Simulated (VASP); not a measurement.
Set up this calculation in VASP 6.6.1, as the native input.

| Property | Result |
| --- | --- |
| Task | single point |
| Functional | LDA |
| Potentials or basis | VASP PAW LDA potentials, release 64 (Pb_d, O) |
| Cutoff | 520 eV |
| k mesh | 9 × 9 × 9 |
| Occupations | gaussian, width 0.02 eV |
| Spin | no spin polarisation |
| Further INCAR settings | ALGO = Normal; EDIFF = 1e-06; NBANDS = 20 |

The structure of PbO2 lies in POSCAR:

```
PbO2
3.8212
    0.000000000000      0.707105621271      0.707105621271
    0.707105621271      0.000000000000      0.707105621271
    0.707105621271      0.707105621271      0.000000000000
Pb O
1 2
Direct
    0.0000000000      0.0000000000      0.0000000000
    0.7500000000      0.7500000000      0.7500000000
    0.2500000000      0.2500000000      0.2500000000
```

The cell comes from a database or a generator and needn't be the stable form of this composition.

These files were run (other wordings do the same):

INCAR

```
ALGO = Normal
EDIFF = 1E-6
ENCUT = 520
GGA = CA
ISIF = 2
ISMEAR = 0
LASPH = True
LCHARG = False
LREAL = False
LWAVE = False
NBANDS = 20
NELM = 100
PREC = Accurate
SIGMA = 0.02
```

KPOINTS

```
k-points
0
Gamma
  9 9 9
```

Potentials or basis: VASP PAW LDA potentials, release 64 (Pb_d, O).

Command:

```console
$ cat potpaw_LDA.64/Pb_d/POTCAR potpaw_LDA.64/O/POTCAR > POTCAR
$ mpirun -np 1 vasp_std > vasp.out
```

Results of the run:

```yaml
Pressure: -9.8 GPa
Band_gap_on_the_k_mesh: none (metal or under the smearing width)
```

Wall time 16 s on 1 thread of AMD EPYC 9R45 (Zen 5) (shared host), peak memory 0.12 GiB.
